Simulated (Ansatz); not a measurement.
## Zone-centre modes in ZnSe

All numbers below come from Ansatz, DFT PBE, scalar-relativistic, plane waves, PAW. Settings: plane waves to 420 eV, k-mesh 8×8×8 (Γ-centred), Gaussian smearing 0.05 eV. No spin polarisation.

The undisturbed cell (relaxed at this level):

```
CELL_PARAMETERS angstrom
0.00000 2.86592 2.86592
2.86592 0.00000 2.86592
2.86592 2.86592 0.00000
ATOMIC_POSITIONS crystal
Zn 0.00000 0.00000 0.00000
Se 0.75000 0.75000 0.75000
```

Harmonic modes by finite displacements of 0.02 Å, without the LO–TO term.

**Question.** At this geometry, is the structure stable against these modes?

**Answer.** Yes: no mode is imaginary beyond 10 cm⁻¹, and only the three translations lie near zero.

**Question.** List the wavenumbers in cm⁻¹.

**Answer.** 0, 0, 0, 195, 195, 195.